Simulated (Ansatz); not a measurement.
Born–Oppenheimer molecular dynamics of a periodic cell of 39 atoms, Li$_{7}$Nb$_{8}$O$_{24}$ (host LiNbO3, host structure R3c, one Li atom removed), cell charge -1. It starts from an unrelaxed structure (largest force component 1.48 eV/Å).

Method: DFT PBEsol, scalar-relativistic, plane waves, PAW (Ansatz 0.2.0). Settings: accuracy low, cutoff 420 eV, k mesh 2x2x2, fermi-dirac smearing 0.05 eV, no spin polarisation.

| Quantity | Value |
| --- | --- |
| ensemble | NVT, Langevin thermostat |
| time step | 1 fs |
| steps asked | 400 |
| set temperature | 900 K |
| friction | 0.02 /fs |
| seed | 696934 |

First frame:

```xyz
39
Lattice="-5.2028 -3.0038 4.6691 5.2028 -3.0038 4.6691 0.0000 6.0077 4.6691" Properties=species:S:1:pos:R:3
Li 0.000 0.000 3.928
Li 0.000 0.000 10.931
Nb 0.000 0.000 0.001
Nb 0.000 0.000 7.004
O -0.642 -1.459 5.564
O 1.585 0.173 5.564
O -0.942 1.286 5.564
O -1.659 -0.216 7.899
O 0.642 1.545 7.899
O 1.017 -1.329 7.899
Li 0.000 -3.004 8.597
Li 0.000 3.004 6.262
Nb 0.000 -3.004 4.670
Nb 0.000 3.004 2.335
O 4.561 -1.459 5.564
O -3.618 0.173 5.564
O -0.942 -1.718 10.233
O 3.543 -0.216 7.899
O -4.561 1.545 7.899
O 1.017 1.675 3.230
Li 2.601 -1.502 6.262
Nb -2.601 1.502 4.670
Nb 2.601 -1.502 2.335
O 1.959 3.047 5.564
O -1.017 1.675 10.233
O -3.543 -3.220 5.564
O 0.942 -1.718 3.230
O -1.959 -2.961 7.899
O 3.618 3.177 7.899
Li 2.601 1.502 8.597
Li -2.601 -1.502 6.262
Nb 2.601 1.502 4.670
Nb -2.601 -1.502 2.335
O 1.959 0.043 10.233
O -1.017 4.679 5.564
O 1.659 -3.220 5.564
O 0.942 -4.722 7.899
O -1.959 0.043 3.230
O -1.585 3.177 7.899
```

Question: What does the run give?

Answer: All steps were run.

```
steps done                                               : 400
time covered                                             : 400 fs
mean temperature over the second half                    : 860 K
spread of the potential energy over the second half      : 12.2 meV per atom
mean potential energy of the second half above the start : 103.3 meV per atom
```

A run of 0.4 ps of so small a system gives no equilibrium averages. Limits of this set-up: no spin, though dangling bonds at a vacancy may carry it, a small cell, in which the defect meets its images, low accuracy level, charged cell in a uniform background, uncorrected.

Question: What happens to the structure?

Answer: Mean squared displacements from the first frame to the last, about the centre of mass: Li 0.53 Å², Nb 0.09 Å², O 0.10 Å². Another seed would give other details.

Question: How do temperature and energy run in time?

Answer: 
```
time (fs)  T (K)  potential energy less start (eV)
        0    877                             0.000
       33    590                             2.756
       66    753                             2.448
       99    697                             3.656
      132    777                             4.649
      165    703                             3.824
      198    832                             2.644
      231    840                             4.201
      264    887                             4.171
      297    794                             3.684
      330    875                             4.118
      363    862                             3.873
      396    824                             4.331
```

Run time: 16 min on 4 threads of AMD EPYC 9R45 96-Core Processor (Zen 5) (shared host), peak memory 2.3 GiB.
